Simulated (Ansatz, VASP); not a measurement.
# Cross-check of Fe (Fe wire along [110], 3 atoms a period) between VASP and Ansatz

One calculation is typed for both programs; each brings its own data sets. How far apart do they land? The structure shown is the start of the Ansatz relaxation below; VASP solves that cell, so the two are compared at the walk's first step.

Method: plane waves, with VASP 6.6.1 beside it; single point at PBE, in Ansatz 0.2.0.

## 1. Set-up

The cell holds 3 atoms: 3 Fe. Its edges and angles: a = 8.215 Å, b = 8.801 Å, c = 4.002 Å, α = 90.0°, β = 90.0°, γ = 90.0°. Vacuum lies along a and b. The structure's axis is c.

## 2. Ansatz: relaxation, PBE

Ansatz runs on its default PAW (the set named soft_2) files.

The two programs are compared at the cell with which this relaxation starts, whose forces are those of its first step.

Input file input.yaml:

```yaml
crystal:
  lattice:
    - [8.215, 0.0, 0.0]
    - [0.0, 8.801, 0.0]
    - [0.0, 0.0, 4.0022243815]
  atoms:
    - { symbol: Fe, position: [0.413877054, 0.386319736, 0.0], spin: 2.4 }
    - { symbol: Fe, position: [0.413877054, 0.613693011, 0.5], spin: 2.4 }
    - { symbol: Fe, position: [0.586122946, 0.386319736, 0.5], spin: 2.4 }
magnetization:
  spin_polarized: true
kpoints:
  mp_grid: { grid: [1, 1, 20] }
scf:
  occupations: { method: fermi_dirac, width: 0.05 }
hamiltonian:
  xc: pbe
relax:
  cell: { fix: [a, b, alpha, beta, gamma] }
  max_steps: 60
```

Command:

```bash
$ ansatz run input.yaml --threads 4 --pin off --max-ram 16384MiB --backend cpu --events-out ev --progress --plain --runs-dir out
```

Numbers of over 12 decimals in the logs are rounded to 6 here.

Log:

```text
Engine: ansatz 0.2.0, aarch64-unknown-linux-gnu
Pseudopotentials: kind: paw
Pseudopotential: Fe, paw, valence charge 16, recommended cutoff 420 eV (normal), Fe.paw.azcp
Functional definition: PBE
  parameter kappa = 0.804
  parameter beta = 0.066725
  exchange = pbe_x(kappa = kappa, mu = beta*pi^2/3)
  correlation = pbe_c(beta = beta)
Crystal: 3 atoms, lattice volume = 289.362 Å³
Basis set: ecut = 420 eV, 5635 PW (Γ), exchange–correlation on 120×120×54 points (8 copies of the dense FFT grid, shifted against one another)
Bands: 34, of which v1, the nominal top of the filled ones, is band 24 counted from 1 (23 counted from 0)
Symmetry: 2 space group operations
Space group: Pm (ITA 6), of the structure as read, at distance tolerance 6.6e-5 Å
Magnetic group: BNS 6.18 (UNI 25), of the structure as read, at distance tolerance 6.6e-5 Å
k-points: 11 of 20
Non-local potential: Fe, projectors of the file, l = 0: 3, l = 1: 2, l = 2: 3, l = 3: 1
PAW form: soft (Blöchl's): semilocal exchange-correlation on the pseudo side does not see the compensation charge
PAW one-centre angular grid: Fe, 590 points (default); XC on 64 Gauss nodes
Initial density: superposition of atomic densities (neutral atoms: chi_scale 0, normalization atom)
Starting moments: Σ|m| = 7.2 μB on 3 of 3 sites
Initial wavefunctions: pseudopotential atomic-orbital guess
Functional: x = pbe(κ = 0.804, μ = 0.219515), c = pbe(β = 0.066725)
SCF iter   1: F=—  HF=-13430.768809 eV  |F-HF|=—  |Δ(HF+E_count)|=         —  Δρ=4.02e-2 (↑4.02e-2 ↓2.11e-2)  dr2=8.80e0  dr2_m=1.86e0  M=8.335 μB ∫|m|=8.493 μB  β_m=0.30  ethr=3.10e-3  ⟨swp⟩=7.0  Hψ=3306  notcnv=0
Mixer restart at iter 1: flushing history
preconditioner: auto → LDOS  [metal: Δε(μ)=0.020 eV  Ē_g=3.508 eV  σ=0.050 eV  W_gap=0.10  n_scr=38 (ndim 8)  ℏωp=10.7 eV  f_vac=0.625  D(μ)=4.67/eV (n_scr^D=22)]
spin=Collinear: LDOS preconditioning applied to the charge; magnetization (m = ρ↑ − ρ↓) channel mixes plain (no charge-response kernel on spin).
SCF iter   2: F=—  HF=-13431.287044 eV  |F-HF|=—  |Δ(HF+E_count)|=   5.18e-1  Δρ=2.65e-2 (↑2.65e-2 ↓2.10e-2)  dr2=2.23e0  dr2_m=1.32e0  M=8.795 μB ∫|m|=8.983 μB  β_m=0.53  ethr=3.10e-3  ⟨swp⟩=3.0  Hψ=1521  notcnv=0  defer=18
SCF iter   3: F=—  HF=-13433.047810 eV  |F-HF|=—  |Δ(HF+E_count)|=    1.76e0  Δρ=1.07e-2 (↑1.07e-2 ↓9.47e-3)  dr2=7.72e-2  dr2_m=2.51e-1  M=9.384 μB ∫|m|=9.719 μB  β_m=0.71  ethr=3.10e-3  ⟨swp⟩=3.3  Hψ=1370  notcnv=0  defer=18
SCF iter   4: F=—  HF=-13433.388386 eV  |F-HF|=—  |Δ(HF+E_count)|=         —  Δρ=7.30e-3 (↑3.78e-3 ↓7.30e-3)  dr2=2.48e-1  dr2_m=1.14e-2  M=9.490 μB ∫|m|=9.982 μB  β_m=0.71  ethr=1.61e-4  ⟨swp⟩=3.5  Hψ=1790  notcnv=0  defer=18
Mixer restart at iter 4: flushing history
SCF iter   5: F=—  HF=-13433.390381 eV  |F-HF|=—  |Δ(HF+E_count)|=   2.00e-3  Δρ=6.31e-3 (↑6.31e-3 ↓3.63e-3)  dr2=1.70e-1  dr2_m=5.96e-3  M=9.467 μB ∫|m|=9.970 μB  β_m=0.56  ethr=1.61e-4  ⟨swp⟩=3.0  Hψ=1628  notcnv=0  defer=20
SCF iter   6: F=—  HF=-13433.334837 eV  |F-HF|=—  |Δ(HF+E_count)|=   5.55e-2  Δρ=1.46e-3 (↑7.12e-4 ↓1.46e-3)  dr2=2.81e-3  dr2_m=2.88e-3  M=9.494 μB ∫|m|=10.012 μB  β_m=0.78  ethr=1.61e-4  ⟨swp⟩=2.3  Hψ=1623  notcnv=0  defer=20
SCF iter   7: F=—  HF=-13433.337828 eV  |F-HF|=—  |Δ(HF+E_count)|=   2.99e-3  Δρ=4.85e-4 (↑2.52e-4 ↓4.85e-4)  dr2=1.46e-3  dr2_m=1.45e-4  M=9.497 μB ∫|m|=10.041 μB  β_m=0.65  ethr=5.85e-6  ⟨swp⟩=2.0  Hψ=1228  notcnv=0  defer=20
SCF iter   8: F=—  HF=-13433.337662 eV  |F-HF|=—  |Δ(HF+E_count)|=   1.66e-4  Δρ=1.49e-4 (↑7.78e-5 ↓1.49e-4)  dr2=4.07e-5  dr2_m=2.64e-5  M=9.504 μB ∫|m|=10.049 μB  β_m=0.83  ethr=3.05e-6  ⟨swp⟩=2.0  Hψ=1176  notcnv=0  defer=20
[...]
SCF 36 converged in 10 iterations: F = -13435.885895 eV  dr2 = 8.12e-10
relax step  36: F+E_penalty+E_count = -13435.88589514 eV  Δ(F+E_penalty+E_count) = -1.525e-5 eV  max|allowed force component| = 1.943e-3 eV/Å  Δτ_max = 0.0156 Å  P = +0.107 GPa  Ω = 176.583 Å³  energy of the carried Pulay correction = +9.808e-3 eV  fix = [a, b, alpha, beta, gamma]  reactions: a +0.158, b +0.166 GPa; gamma -0.014 GPa/rad  (10 SCF iters, dr2 threshold 6.89e-9 eV, accepted)
Basis set: ecut = 420 eV, 3443 PW (Γ), exchange–correlation on 120×120×36 points (8 copies of the dense FFT grid, shifted against one another)
Initial wavefunctions: pseudopotential atomic-orbital guess (no wavefunctions were taken with the density)
[...]
preconditioner: auto → LDOS  [metal: Δε(μ)=0.011 eV  Ē_g=4.914 eV  σ=0.050 eV  W_gap=0.05  n_scr=10 (ndim 8)  ℏωp=13.7 eV  f_vac=0.624  D(μ)=3.30/eV (n_scr^D=20)]
spin=Collinear: LDOS preconditioning applied to the charge; magnetization (m = ρ↑ − ρ↓) channel mixes plain (no charge-response kernel on spin).
[...]
SCF iter   5: F=—  HF=-13435.879675 eV  |F-HF|=—  |Δ(HF+E_count)|=   1.27e-6  Δρ=1.24e-5 (↑1.00e-5 ↓1.24e-5)  dr2=8.73e-7  dr2_m=1.71e-8  M=9.319 μB ∫|m|=9.581 μB  β_m=0.67  ethr=1.85e-8  ⟨swp⟩=2.4  Hψ=1255  notcnv=0
SCF iter   6: F=—  HF=-13435.879675 eV  |F-HF|=—  |Δ(HF+E_count)|=   2.44e-7  Δρ=5.72e-6 (↑5.72e-6 ↓3.69e-6)  dr2=6.95e-8  dr2_m=2.17e-8  M=9.318 μB ∫|m|=9.580 μB  β_m=0.69  ethr=1.82e-9  ⟨swp⟩=2.2  Hψ=1080  notcnv=0
SCF iter   7: F=—  HF=-13435.879675 eV  |F-HF|=—  |Δ(HF+E_count)|=   5.61e-8  Δρ=1.91e-6 (↑1.24e-6 ↓1.91e-6)  dr2=8.89e-9  dr2_m=2.47e-9  M=9.318 μB ∫|m|=9.580 μB  β_m=0.76  ethr=1.45e-10  ⟨swp⟩=2.0  Hψ=1049  notcnv=0
SCF iter   8: F=—  HF=-13435.879675 eV  |F-HF|=—  |Δ(HF+E_count)|=   1.23e-8  Δρ=1.04e-6 (↑1.04e-6 ↓7.73e-7)  dr2=2.70e-9  dr2_m=6.13e-10  M=9.318 μB ∫|m|=9.580 μB  β_m=0.69  ethr=1.85e-11  ⟨swp⟩=2.6  Hψ=1248  notcnv=0
SCF iter   9: F=—  HF=-13435.879675 eV  |F-HF|=—  |Δ(HF+E_count)|=   7.39e-8  Δρ=4.31e-7 (↑4.31e-7 ↓3.71e-7)  dr2=2.75e-10  dr2_m=1.39e-10  M=9.318 μB ∫|m|=9.580 μB  β_m=0.73  ethr=5.63e-12  ⟨swp⟩=3.4  Hψ=1499  notcnv=0
SCF iter  10: F=—  HF=-13435.879675 eV  |F-HF|=—  |Δ(HF+E_count)|=   2.98e-9  Δρ=2.41e-7 (↑2.41e-7 ↓1.91e-7)  dr2=7.05e-11  dr2_m=5.20e-11  M=9.318 μB ∫|m|=9.580 μB  β_m=0.87  ethr=1.00e-12  ⟨swp⟩=2.4  Hψ=1059  notcnv=0
SCF iter  11: F=—  HF=-13435.879675 eV  |F-HF|=—  |Δ(HF+E_count)|=  3.60e-10  Δρ=1.01e-7 (↑1.01e-7 ↓7.34e-8)  dr2=3.27e-11  dr2_m=2.65e-12  M=9.318 μB ∫|m|=9.580 μB  β_m=0.80  ethr=1.00e-12  ⟨swp⟩=2.2  Hψ=997  notcnv=0
SCF iter  12: F=—  HF=-13435.879675 eV  |F-HF|=—  |Δ(HF+E_count)|=  9.09e-12  Δρ=5.59e-8 (↑5.59e-8 ↓2.59e-8)  dr2=8.99e-12  dr2_m=7.36e-13  M=9.318 μB ∫|m|=9.580 μB  β_m=0.69  ethr=1.00e-12  ⟨swp⟩=1.3  Hψ=756  notcnv=0
SCF iter  13: F=—  HF=-13435.879675 eV  |F-HF|=—  |Δ(HF+E_count)|=  3.64e-12  Δρ=1.57e-8 (↑1.57e-8 ↓1.19e-8)  dr2=1.05e-12  dr2_m=1.41e-13  M=9.318 μB ∫|m|=9.580 μB  β_m=0.75  ethr=1.00e-12  ⟨swp⟩=1.0  Hψ=748  notcnv=0
SCF iter  14: F=-13435.879675 eV  HF=-13435.879675 eV  |F-HF|=1.09e-11  |Δ(HF+E_count)|=  3.64e-12  Δρ=2.39e-8 (↑7.91e-9 ↓2.39e-8)  dr2=1.92e-12  dr2_m=2.78e-13  M=9.318 μB ∫|m|=9.580 μB  ethr=1.00e-12  ⟨swp⟩=4.0  Hψ=2637  notcnv=0
SCF 37 converged in 14 iterations: F = -13435.879675 eV  dr2 = 1.92e-12
  greatest PAW one-centre occupation: 1.003 electrons in one spin orbital (limit 2), on the Fe atom at site 2 (counted from 0), in its partial waves of l = 1
relax step  37: F+E_penalty+E_count = -13435.87967512 eV  Δ(F+E_penalty+E_count) = +6.220e-3 eV  max|allowed force component| = 8.296e-4 eV/Å  Δτ_max = 0.0000 Å  P = +0.106 GPa  Ω = 176.583 Å³  fix = [a, b, alpha, beta, gamma]  reactions: a +0.162, b +0.169 GPa; gamma -0.013 GPa/rad  stress off target by 1.44e-2 GPa on what of the cell is left free  SCF on the basis re-selected at this cell (its energy is not comparable with the rows above)  (14 SCF iters)
basis re-selected at this cell: Δ(F+E_penalty+E_count) = +6.220e-3 eV, ΔP = -0.001 GPa vs the last step (what re-selecting the basis moved, of the pressure what is left beyond the Pulay correction that the steps carried, after the strain that the cell walked since its last selection, with what the two solves' SCF thresholds leave and, on support functions, any second-order correction that the steps lacked; it is no measure of the basis error at this ecutwfc). The dense FFT grid was sized anew with the basis: this SCF ran on 60×60×18 points, the steps before it on 60×60×27, so part of this shift can come from that change (see relax.cell in the input reference). [rest of the remark cut]
SCF converged after 14 iterations
Magnetization: 9.3182 μB (28.6591 up, 19.3409 down)
Absolute magnetization: 9.5812 μB (∫|ρ↑−ρ↓|, with the PAW one-centre terms)
Spin contamination: 0.1155 ħ² per cell (⟨S²⟩ above its minimum at these occupations)
Per-site moments (μB) at R_I (Å): [(2.809598, 1.007471), (2.807226, 0.939796), (2.805042, 0.939796)]
Free energy (F): -13435.879675 eV
Harris-Foulkes:  -13435.879675 eV  (|F-HF|=1.09e-11)
Internal energy: -13435.852906 eV  (E = F + TS)
E sigma→0 (E₀):  -13435.866291 eV
Entropy (-TS):   -0.026769 eV (-8.923 meV/atom)
Fermi energy:    0.648585 eV
--- Per-component energies (eV) ---
  E_band       = -1494.964118
  E_kinetic    = 1044.271400
  E_local      = -20779.529854  (includes V_loc(G=0)·N_el)
  E_nonlocal   = 675.910154
  E_hartree    = 9464.329478
  E_xc         = -344.890821
  E_vxc        = -443.309411  (∫ρ·V_xc dr)
  E_paw        = -4113.163596  (= ΣΔE_a)
  E_vpaw       = -920.967936  (= ΣTr[D̂ρ^β])
  E_aug_tail   = 0.002627  (compensation charges beyond the density's cutoff)
  E_ewald      = 617.217705
  E_smearing   = -0.026769  (= −TS)
  E_closure    = 0.000000  (closes the sum)
  Σ components = -13435.879675   (vs F -13435.879675, Δ=0.00e0)
--- Forces (eV/Å), atoms counted from 1 ---
  atom   1  Fe     0.00045003     0.00060905     0.00000000
  atom   2  Fe     0.00037660    -0.00049046     0.00000000
  atom   3  Fe    -0.00083104    -0.00013694     0.00000000
  max |Σ_I F_I| component: 1.83e-5 eV/Å
--- Stress (GPa, compression-positive) ---
        0.161745       0.013480       0.000000
        0.013480       0.169416       0.000000
        0.000000       0.000000      -0.014446
  P = ⅓ Tr σ = 0.1056 GPa (1.056 kbar)
--- Relaxed structure (36 steps of the walk, 31 accepted, 1 SCFs on fresh bases) ---
  F+E_penalty+E_count = -13435.87967512 eV   max|allowed force component| = 8.296e-4 eV/Å   (the final SCF, on the basis selected at the relaxed cell)
  cell:  # Å, volume = 176.5826 Å³
    - [8.215, 0, 0.0]
    - [0, 8.801, 0.0]
    - [0.0, 0.0, 2.442353]
  atoms:
    - { symbol: Fe, position: [0.419659, 0.335376, 0.0] }
    - { symbol: Fe, position: [0.367508, 0.571511, 0.500000] }
    - { symbol: Fe, position: [0.626709, 0.479445, 0.500000] }
```

[end of part 1 of 2]

[Lines on the potential files, build, host, timing and source positions are cut from VASP's logs without a mark.]

[Logs are printed without paths, hosts, clocks, repeated set-up lines and the standing remarks that a program may print on its own settings, such as how far it seeks lower states.]

[Hosts, paths, dates, database ids (printed as entryN), source tags and the programs' standing remarks are cut or masked in the printed files.]
